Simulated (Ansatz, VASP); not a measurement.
**Two plane-wave programs on Te2Mo**

The input INCAR:

```
PREC     = Accurate       # precision mode
ENCUT    = 520            # plane-wave cutoff, eV
EDIFF    = 1E-7           # SCF threshold, eV
ISMEAR   = 0              # smearing method
SIGMA    = 0.02           # smearing width, eV
LREAL    = False          # projectors in reciprocal space
LASPH    = True           # aspherical terms in the spheres
NELM     = 100            # most SCF steps
ALGO     = Fast           # electronic algorithm
ISIF     = 2              # what is computed and relaxed
LWAVE    = False          # write WAVECAR
LCHARG   = False          # write CHGCAR
GGA      = PE             # functional
IVDW     = 12             # dispersion correction
NBANDS   = 35             # bands
```

KPOINTS

```
regular mesh
0
Gamma
  9 9 2
```

POSCAR

```
Te2Mo
1.0
    3.4963748104      0.0000000000      0.0000000000
   -1.7481874052      3.0279494069      0.0000000000
    0.0000000000      0.0000000000     13.7017420245
Te Mo
4 2
Direct
    0.3333333333      0.6666666667      0.6173474405
    0.6666666667      0.3333333333      0.1173474405
    0.3333333333      0.6666666667      0.8826525595
    0.6666666667      0.3333333333      0.3826525595
    0.3333333333      0.6666666667      0.2500000000
    0.6666666667      0.3333333333      0.7500000000
```

Input for Ansatz:

```yaml
crystal:
  lattice:
    - [3.4963748104, 0.0, 0.0]
    - [-1.7481874052, 3.0279494069, 0.0]
    - [0.0, 0.0, 13.7017420245]
  atoms:
    - { symbol: Te, position: [0.3333333333, 0.6666666667, 0.6173474405] }
    - { symbol: Te, position: [0.6666666667, 0.3333333333, 0.1173474405] }
    - { symbol: Te, position: [0.3333333333, 0.6666666667, 0.8826525595] }
    - { symbol: Te, position: [0.6666666667, 0.3333333333, 0.3826525595] }
    - { symbol: Mo, position: [0.3333333333, 0.6666666667, 0.25] }
    - { symbol: Mo, position: [0.6666666667, 0.3333333333, 0.75] }
basis:
  ecutwfc: 420
kpoints:
  mp_grid: { grid: [9, 9, 2] }
  band_path:
    path:
      - [[0.0, 0.0, 0.0], [0.5, 0.0, 0.0], [0.33333333, 0.33333333, 0.0], [0.0, 0.0, 0.0], [0.0, 0.0, 0.5], [0.5, 0.0, 0.5], [0.33333333, 0.33333333, 0.5], [0.0, 0.0, 0.5]]
      - [[0.5, 0.0, 0.5], [0.5, 0.0, 0.0]]
      - [[0.33333333, 0.33333333, 0.5], [0.33333333, 0.33333333, 0.0]]
    npoints: 14
hamiltonian:
  xc: pbe
  dispersion: d3bj
scf:
  occupations: { method: gaussian, width: 0.02 }
  n_extra_bands: 15
output:
  forces: true
  stress: true
  eigenvalues: true
  populations: true
  dos: { projected: true, de: 0.02, nscf_kmesh: { grid: [14, 14, 3] } }
  bader: true
  write_density: true
  write_potential: true
  elf: true
  volumetric_format: npy
```

Alike in both runs: task single point; functional PBE; dispersion D3(BJ); k mesh 9 × 9 × 2; occupations gaussian, width 0.02 eV; no spin polarisation.

```csv
,VASP,Ansatz
version,VASP 6.6.1,Ansatz 0.2.0
potentials or method,"VASP PAW PBE potentials, release 64 (Te, Mo_sv)","scalar-relativistic, plane waves, PAW"
plane-wave cutoff (eV),520,420
valence electrons in the cell,52,92
```

```tsv
	VASP	Ansatz	Ansatz less VASP
gap on the k mesh at the Fermi level (eV)	0.67	0.67	+0.006
least direct gap on the mesh (eV)	1.04	1.03	-0.007
pressure (GPa)	0.0	0.0	-0.01
rms of the force components (eV/Å)	0.005	0.002	-0.0025
dispersion energy (meV/atom)	-553.9	-554.1	-0.16
```

Atom by atom the forces differ by 0.007 eV/Å (rms over components). The two sets of potentials don't hold the same shells in valence.

Caveats: spin-orbit coupling is left out, which moves the levels of the heavy elements; an odd mesh through Γ misses points on the zone boundary, where band edges often lie.
